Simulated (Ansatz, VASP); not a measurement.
BN in VASP and in Ansatz

```
N B
1.0
     2.55394    0.00000    0.00000
    -1.27697    2.21178    0.00000
     0.00000    0.00000    4.22685
N B
2 2
Cartesian
  -0.0018 1.4833 0.5168
  1.2691 0.7293 2.6531
  -0.0111 1.4725 2.1325
  1.2783 0.7284 4.2164
```

Change from the starting cell: atoms moved at random, drawn with an rms of 0.02 Å.

Alike in both runs: functional BLYP; k mesh 9 × 9 × 5; occupations methfessel-paxton of order 1, width 0.05 eV; no spin polarisation.

|  | VASP | Ansatz |
| --- | --- | --- |
| version | VASP 6.6.1 | Ansatz 0.2.0 |
| potentials or method | VASP PAW PBE potentials, release 64 (N, B) | JTH PAW |
| plane-wave cutoff (eV) | 520 | 1320 |
| valence electrons in the cell | 16 | 16 |
| task | single point | projected density of states |

Ansatz gave:

| Quantity | Value |
| --- | --- |
| gap on the k mesh at the Fermi level (eV) | 5.60 |
| least direct gap on the mesh (eV) | 8.31 |
| pressure (GPa) | 6.4 |
| largest component of the traceless stress (GPa) | 0.49 |
| rms of the force components (eV/Å) | 0.352 |

Problem. Which values does VASP return?

Solution. gap on the k mesh at the Fermi level (eV): 5.61; least direct gap on the mesh (eV): 8.33; pressure (GPa): 7.1; largest component of the traceless stress (GPa): 0.50; rms of the force components (eV/Å): 0.354.

Atom by atom the forces differ by 0.002 eV/Å (rms over components).

Caveats: the PAW data sets were made with another functional, which shifts forces and pressure a little (VASP); an odd mesh through Γ misses points on the zone boundary, where band edges often lie (VASP); odd divisions of the mesh miss points on the zone boundary, where band edges often lie, so the gap on the mesh can be too wide (Ansatz); the density of states is complete only up to the lowest level of the last band computed (Ansatz).
